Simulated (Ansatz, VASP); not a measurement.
**CdI2: VASP beside Ansatz**

File INCAR:

```
SYSTEM = CdI2
PREC = Accurate
ENCUT = 520
EDIFF = 1E-7
ISMEAR = -1
SIGMA = 0.05
LREAL = .False.
LASPH = .True.
NELM = 80
ALGO = Normal
ISIF = 2
LWAVE = .False.
LCHARG = .False.
GGA = PE
NBANDS = 20
```

The input KPOINTS:

```
Automatic mesh
0
Gamma
  7 7 4
  0 0 0
```

Contents of POSCAR:

```
CdI2
1.0
    4.2155159203      0.0000000000      0.0000000000
   -2.1077579601      3.6507438771      0.0000000000
    0.0000000000      0.0000000000      6.8129650559
I Cd
2 1
Direct
    0.6666666667      0.3333333333      0.7508000000
    0.3333333333      0.6666666667      0.2492000000
    0.0000000000      0.0000000000      0.0000000000
```

The input input.yaml:

```yaml
crystal:
  lattice:
    - [4.2155159203, 0.0, 0.0]
    - [-2.1077579601, 3.6507438771, 0.0]
    - [0.0, 0.0, 6.8129650559]
  atoms:
    - { symbol: I, position: [0.6666666667, 0.3333333333, 0.7508] }
    - { symbol: I, position: [0.3333333333, 0.6666666667, 0.2492] }
    - { symbol: Cd, position: [0.0, 0.0, 0.0] }
hamiltonian:
  xc: pbe
  pseudopotentials: { kind: paw }
kpoints:
  mp_grid: { grid: [7, 7, 4] }
scf:
  occupations: { method: fermi_dirac, width: 0.05 }
output:
  forces: true
  stress: true
  eigenvalues: true
```

Change from the starting cell: volume scaled by 0.98.

Alike in both runs: task single point; functional PBE; k mesh 7 × 7 × 4; occupations fermi-dirac, width 0.05 eV; no spin polarisation.

|  | VASP | Ansatz |
| --- | --- | --- |
| version | VASP 6.6.1 | Ansatz 0.2.0 |
| potentials or method | VASP PAW PBE potentials, release 64 (I, Cd) | Ansatz PAW |
| plane-wave cutoff (eV) | 520 | 420 |
| valence electrons in the cell | 26 | 54 |

Ansatz gave:

| Quantity | Value |
| --- | --- |
| gap on the k mesh at the Fermi level (eV) | 2.44 |
| least direct gap on the mesh (eV) | 2.71 |
| pressure (GPa) | 2.7 |
| rms of the force components (eV/Å) | 0.113 |

**Question.** Estimate VASP's values.

**Answer.** gap on the k mesh at the Fermi level (eV): 2.43; least direct gap on the mesh (eV): 2.69; pressure (GPa): 2.8; rms of the force components (eV/Å): 0.124.

Atom by atom the forces differ by 0.011 eV/Å (rms over components). The two sets of potentials don't hold the same shells in valence.

Caveats: spin-orbit coupling is left out, which moves the levels of the heavy elements; this functional lacks dispersion, which binds the layers, so the pressure and a relaxed spacing across them are unreliable; an odd mesh through Γ misses points on the zone boundary, where band edges often lie (VASP); odd divisions of the mesh miss points on the zone boundary, where band edges often lie, so the gap on the mesh can be too wide (Ansatz).
